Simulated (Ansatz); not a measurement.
Computed with DFT, revPBE, plane waves (420 eV) with PAW, scalar-relativistic (Ansatz 0.2.0). The PAW files were generated under PBE, with cores re-solved for the functional.

An element in the omega (AlB2-type) structure gives this curve. The cell is scaled uniformly from the relaxed one, with fractional coordinates and shape fixed. Energies are extrapolated to zero smearing, pressures are those at the given smearing. Magnetic state: spin not included.

| V (Å³/atom) | E − E₀ (meV/atom) | P (GPa) |
| --- | --- | --- |
| 28.762 | 90.0 | 8.19 |
| 30.070 | 37.6 | 4.88 |
| 31.377 | 9.2 | 2.23 |
| 32.684 | 0.0 | 0.11 |
| 33.992 | 6.4 | -1.60 |
| 35.299 | 25.4 | -2.97 |
| 36.606 | 54.6 | -4.07 |

**Question.** Which element is it?
A. bismuth
B. indium
C. tin
D. ytterbium

**Answer.** A. Its fit is V₀ = 32.75 Å³/atom, B₀ = 47 GPa, B₀′ = 4.3.
